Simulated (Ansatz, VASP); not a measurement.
**Two plane-wave programs on Ni**

```
Ni
1.0
     0.00000    1.75969    1.75969
     1.75969    0.00000    1.75969
     1.75969    1.75969    0.00000
Ni
1
Direct
  0.00000 0.00000 0.00000
```

Alike in both runs: task single point; functional PBE; k mesh 25 × 25 × 25; occupations fermi-dirac, width 0.05 eV; collinear spin.

```csv
,VASP,Ansatz
version,VASP 6.6.1,Ansatz 0.2.0
potentials or method,"VASP PAW PBE potentials, release 64 (Ni)","plane waves (420 eV) with PAW, scalar-relativistic"
plane-wave cutoff (eV),520,420
valence electrons in the cell,10,18
```

```csv
,VASP,Ansatz,Ansatz less VASP
pressure (GPa),-0.2,-0.1,+0.09
net moment per atom (μB),0.62,0.63,+0.012
size of the moment on the site where the two differ most (μB),0.63,0.67,+0.038
```

Site moments also hang on the region over which each program counts them. The functional is the same, so the differences come from potentials, cutoffs and numerics. The two sets of potentials don't hold the same shells in valence.
